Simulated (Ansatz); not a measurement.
# Point defect: H on a Li site in LiH

All numbers below come from DFT PBE, scalar-relativistic, plane waves, PAW (Ansatz 0.2.0). Run with 420 eV cutoff, 2×2×2 k-mesh, shifted by half a step, Gaussian smearing of 0.01 eV, collinear spin in charge +1, -1 alone.

Host crystal, relaxed:

```
CELL_PARAMETERS angstrom
0.00000 2.00355 2.00355
2.00355 0.00000 2.00355
2.00355 2.00355 0.00000
ATOMIC_POSITIONS crystal
Li 0.00000 0.00000 0.00000
H 0.50000 0.50000 0.50000
```

Supercell of 32 atoms, rows in host cell vectors: -3 1 1; 1 -3 1; 1 1 1. Atoms relax at the host's cell, keeping the symmetry that the supercell leaves at the site. The cell is small, so energies carry finite-size errors of tenths of an eV. The host's Kohn–Sham gap is 2.98 eV. Atoms are taken from and returned to the elements' standard states. Charged cells are corrected for image charges with the computed static dielectric tensor (mean 14.9) and aligned with the host's potential at far atoms (alignment terms reach 0.46 eV; the program doubts the alignment in some charges, where it is up to 0.46 eV). No band-filling term is added, and the Fermi level counts from the host's valence band top.

Starting moments were lost in some runs.

Defect: H on a Li site set at (0.000, 0.000, 0.000) of the host cell. Before relaxation its nearest neighbours are 6 H at 2.00 Å.

```json
{"charge": "+1", "E_f at the valence band top (eV)": "4.37", "over the neutral state (eV)": "-0.02", "moment (μB)": "1.00", "largest move (Å)": "0.06", "atoms near the site": "6 H at 1.94 Å"}
{"charge": "0", "E_f at the valence band top (eV)": "4.39", "over the neutral state (eV)": "0.00", "moment (μB)": "0.00", "largest move (Å)": "0.03", "atoms near the site": "6 H at 1.97 Å"}
{"charge": "-1", "E_f at the valence band top (eV)": "5.60", "over the neutral state (eV)": "1.22", "moment (μB)": "1.00", "largest move (Å)": "0.16", "atoms near the site": "6 H at 2.17 Å"}
```

Among the charges computed the stable one is +1 at the valence band top, changing to 0 at 0.02 eV, changing to -1 at 1.22 eV. In charge +1 the cell has partly filled bands: a level of the defect may be part filled, the carrier may sit in the host's bands, or levels may cross between the k points, so transitions that involve it are doubtful. Without the alignment that the program doubts, the level (+1/0) would lie at -0.45 eV, outside the gap, so these runs don't decide whether the defect changes charge there.